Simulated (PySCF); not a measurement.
A species of formula C4H10O has this rotational fingerprint, computed with PBE0-D3(BJ)/def2-SVP geometry optimisation, gas phase (PySCF):

```
Rotational constants : A = 4745, B = 4721, C = 4526 MHz
Dipole components    : |μa| = 1.31 D, |μb| = 0.05 D, |μc| = 0.70 D
Inertial defect      : -101.89 u·Å²
κ                    : 0.78
```

Question: Which structure is it? (One computed conformer of each.)
A. `[CH3:1][CH2:2][CH2:3][O:4][CH3:5]` with C1–C2–C3–O4 180°, C2–C3–O4–C5 180°
B. `[CH3:1][CH:2]([CH3:3])[CH2:4][OH:5]` with C1–C2–C4–O5 60°, C2–C4–O5–H -174°
C. `[CH3:1][O:2][CH:3]([CH3:4])[CH3:5]` with C1–O2–C3–C4 -163°
D. `CC(C)(C)O`

Answer: D. It is CC(C)(C)O, an asymmetric top, point group Cs. The candidates at the same level (rigid rotor, commonest isotopes):

| SMILES | A (MHz) | B (MHz) | C (MHz) | μa (D) | μb (D) | μc (D) | Δ (u·Å²) | point group | rotor |
| --- | --- | --- | --- | --- | --- | --- | --- | --- | --- |
| COC(C)C | 7624 | 3829 | 2839 | 0.05 | 0.82 | 0.84 | -20.24 | C1 | asymmetric top |
| CC(C)(C)O | 4745 | 4721 | 4526 | 1.31 | 0.05 | 0.70 | -101.89 | Cs | asymmetric top |
| CC(C)CO | 7643 | 3567 | 2688 | 0.28 | 1.08 | 0.89 | -19.78 | C1 | asymmetric top |
| CCCOC | 20307 | 2132 | 2028 | 0.00 | 1.07 | 0.00 | -12.73 | Cs | near-prolate asymmetric top |

`CC(C)CO` has A 61 % too high; `CCCOC` has A 328 % too high; `COC(C)C` has A 61 % too high. No structure here is proved a minimum.
